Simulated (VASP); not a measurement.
Set up this calculation in VASP 6.6.1, as the native input.

```
Task                   : single point
Functional             : PBE
Potentials or basis    : VASP PAW PBE potentials, release 64 (Mg_GW, O_GW)
Cutoff                 : 450 eV
k mesh                 : 7 × 7 × 6
Occupations            : gaussian, width 0.02 eV
Spin                   : no spin polarisation
Further INCAR settings : ALGO = Normal; EDIFF = 1e-07; NBANDS = 11
```

The structure of MgO lies in POSCAR:

```
MgO
1.0
    2.9380209034      0.0000000000      0.0000000000
   -1.4690104517      2.5444007392      0.0000000000
    0.0000000000      0.0000000000      2.6796800000
Mg O
1 1
Direct
    0.0000000000      0.0000000000      0.0000000000
    0.3333333333      0.6666666667      0.5000000000
```

Measurements of this composition are mostly on another form, of space group No. 225.

One way to write it, as run:

INCAR

```
PREC = Accurate ; ENCUT = 450
EDIFF = 1E-7 ; ISMEAR = 0
SIGMA = 0.02 ; LREAL = False
LASPH = True ; NELM = 60
ALGO = Normal ; ISIF = 2
LWAVE = False ; LCHARG = False
GGA = PE ; NBANDS = 11
```

KPOINTS

```
Automatic mesh
0
Gamma
  7 7 6
```

Potentials or basis: VASP PAW PBE potentials, release 64 (Mg_GW, O_GW).

The run is started by

```sh
$ cat potpaw_PBE.64/Mg_GW/POTCAR potpaw_PBE.64/O_GW/POTCAR > POTCAR
$ mpirun -np 1 vasp_std > vasp.out
```

It gave:

- Band gap on the k mesh: 3.01 eV, indirect (least direct gap 3.40 eV)

Caveat: an odd mesh through Γ misses points on the zone boundary, where band edges often lie.

It took 3 s on 1 thread of Intel(R) Xeon(R) 6975P-C (Granite Rapids) (shared host), peak memory 0.12 GiB.
